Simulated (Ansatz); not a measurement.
The system is TiB2.

```
Ti B
1.0
     3.02920    0.00000    0.00000
    -1.51460    2.62336    0.00000
     0.00000    0.00000    3.22840
Ti B
1 2
Direct
  0.00000 0.00000 0.00000
  0.66667 0.33333 0.50000
  0.33333 0.66667 0.50000
```

Below is the output of Ansatz 0.2.0 for this cell. Logs are shortened: lines on timing, memory, paths and dates and some standing lists are left out, and cuts for length are marked.

```text
Warning: output.stress: scf.convergence.dr2_threshold = 1e-7 eV (the SCF's general default) is looser than the 3e-10 eV advised for a printed stress (1e-10 eV for each atom of the cell: 3). What an SCF threshold leaves in a stress goes as its square root, and in the free energy as the threshold itself, and one threshold admits the most on a small cell: of the crystals measured, under no hybrid functional and no lock of the moments, on runs that ended without the residual-converged pass, on stresses that held no estimate of that error, the worst erred by over 100 MPa in a component at 1e-7 eV an atom and by under 5 at 1e-10. Set scf.convergence.dr2_threshold to 3e-10 eV or tighter. The threshold is an SCF's pass mark: one that does not reach it within its budget of iterations ends unconverged, or closes short of it on a stop that the run arms, and scf.convergence.dr2_threshold's page says what that costs each kind of run
Warning: output.stress: scf.exx.energy_threshold = 1e-6 eV is looser than the 3e-8 eV advised for a stress under a hybrid functional (1e-8 eV for each atom of the cell: 3). Every SCF of the exchange loop can meet its threshold on dr2 while the loop round them stops early: no threshold on dr2 bounds what that leaves in the stress. Set scf.exx.energy_threshold to 3e-8 eV or tighter. The threshold is the loop's pass mark: a loop that does not reach it within its budget of cycles ends unconverged, and scf.exx.energy_threshold's page has the law
GPUs: using 1 of 1 available (devices: 1).
Engine: ansatz 0.2.0, x86_64-unknown-linux-gnu
Pseudopotentials: kind: paw
Pseudopotential: Ti, paw, valence charge 12, recommended cutoff 420 eV (normal), Ti.paw.azcp
Pseudopotential: B, paw, valence charge 3, recommended cutoff 420 eV (normal), B.paw.azcp
Functional definition: PBE0
  parameter a = 0.25
  parameter kappa = 0.804
  parameter beta = 0.06672455060314922
  exchange = (1 - a)*pbe_x(kappa = kappa, mu = beta*pi^2/3) + a*exact_x
  correlation = pbe_c(beta = beta)
device memory: the entry about to start is reckoned to put 0.7 GiB on a device that reports 46.9 GiB free (of which the cap on the GPU budget leaves the run 18.0 GiB)
GPU FFT provider: cuFFT
GPU libraries: cuBLAS 13.8.2, cuFFT 12.4.0, cuSOLVER 12.3.4
Crystal: 3 atoms, lattice volume = 25.655 Å³
Basis set: ecut = 420 eV, 503 PW (Γ), exchange–correlation on 48×48×48 points (8 copies of the dense FFT grid, shifted against one another)
Bands: 13, of which v1, the nominal top of the filled ones, is band 9 counted from 1 (8 counted from 0)
Symmetry: 24 space group operations
Space group: P6/mmm (ITA 191), of the structure as read, at distance tolerance 2.9e-5 Å
k-points: 40 of 384
Non-local potential: Ti, projectors of the file, l = 0: 3, l = 1: 2, l = 2: 3, l = 3: 1
Non-local potential: B, projectors of the file, l = 0: 2, l = 1: 2, l = 2: 1
PAW form: soft (Blöchl's): semilocal exchange-correlation on the pseudo side does not see the compensation charge
PAW frozen core: Ti, regenerated for the run's functional, and the local potential with it (the file was generated under x = pbe(κ = 0.804, μ = 0.2195149727645171), c = pbe(β = 0.06672455060314922))
PAW frozen core: B, regenerated for the run's functional, and the local potential with it (the file was generated under x = pbe(κ = 0.804, μ = 0.2195149727645171), c = pbe(β = 0.06672455060314922))
PAW one-centre angular grid: Ti, 590 points (default); XC on 64 Gauss nodes
PAW one-centre angular grid: B, 110 points (default); XC on 64 Gauss nodes
[... 52 lines left out ...]
Free energy (F): -2814.831908 eV
Frozen-core exchange: fock
Harris-Foulkes:  -2814.831908 eV  (|F-HF|=2.91e-11)
Internal energy: -2814.830809 eV  (E = F + TS)
E sigma→0 (E₀):  -2814.831359 eV
Entropy (-TS):   -0.001099 eV (-0.366 meV/atom)
Fermi energy:    15.757641 eV
--- Per-component energies (eV) ---
  E_band       = -138.427054
  E_kinetic    = 375.446238
  E_local      = -778.252907  (includes V_loc(G=0)·N_el)
  E_nonlocal   = 25.431726
  E_hartree    = 327.912610
  E_xc         = -128.580290
  E_vxc        = -157.724870  (∫ρ·V_xc dr)
  E_exx        = -57.981202  (= α·E_x^exact, valence–valence)
  E_paw        = -1182.431099  (= ΣΔE_a)
  E_vpaw       = -143.189794  (= ΣTr[D̂ρ^β])
  E_aug_tail   = 0.000098  (compensation charges beyond the density's cutoff)
  E_ewald      = -1396.182920
  E_core_change = -0.193065  (= ΣΔE_core)
  E_smearing   = -0.001099  (= −TS)
  E_closure    = 0.000001  (closes the sum)
  Σ components = -2814.831908   (vs F -2814.831908, Δ=-4.55e-13)
--- Forces (eV/Å), atoms counted from 1 ---
  atom   1  Ti     0.00000000     0.00000000     0.00000000
  atom   2  B      0.00000000     0.00000000     0.00000000
  atom   3  B     -0.00000000    -0.00000000     0.00000000
  max |Σ_I F_I| component: 7.40e-17 eV/Å
--- Stress (GPa, compression-positive) ---
       -4.772057      -0.000000      -0.000000
        0.000000      -4.772057      -0.000000
       -0.000000      -0.000000      -6.215248
  P = ⅓ Tr σ = -5.2531 GPa (-52.531 kbar)
--- Band table (eV; the first three rows and the last of 40) ---
  k-point 0: bands = ["-47.0299", "-21.7629", "-21.4220", "-21.4220", "-0.6673", "11.7004", "11.7004", "11.9582", "12.3667", "18.1638", "18.1638", "20.0824", "20.0824"]
  k-point 1: bands = ["-47.0258", "-21.8192", "-21.4174", "-21.4174", "-0.2675", "9.5400", "12.0621", "12.0621", "14.6042", "17.1841", "17.1841", "19.3341", "19.3341"]
  k-point 2: bands = ["-47.0181", "-21.9326", "-21.4092", "-21.4092", "0.7411", "7.1026", "13.1045", "13.1045", "15.9035", "15.9035", "17.0104", "17.5815", "17.5815"]
  k-point 39: bands = ["-46.9465", "-21.8654", "-21.7678", "-21.6434", "4.3065", "5.4820", "8.2629", "10.8646", "10.8893", "18.9798", "20.3051", "20.6374", "20.9274"]
```

Q: What input gives this log?

A: Single point with PBE0, no spin polarisation. The files as run (others can give the same):

input
```
crystal:
  lattice:
    - [3.0292, 0.0, 0.0]
    - [-1.5146, 2.6233641531, 0.0]
    - [0.0, 0.0, 3.2284]
  atoms:
    - { symbol: Ti, position: [0.0, 0.0, 0.0] }
    - { symbol: B, position: [0.6666666667, 0.3333333333, 0.5] }
    - { symbol: B, position: [0.3333333333, 0.6666666667, 0.5] }
hamiltonian:
  xc: pbe0
  pseudopotentials: { kind: paw }
kpoints:
  mp_grid: { grid: [8, 8, 6] }
scf:
  occupations: { method: fermi_dirac, width: 0.05 }
output:
  forces: true
  stress: true
  eigenvalues: true
```

Caveat: the PAW data sets come from PBE, with cores solved anew for the run's functional, which leaves a small shift of forces and pressure; the thresholds are loose for stress.
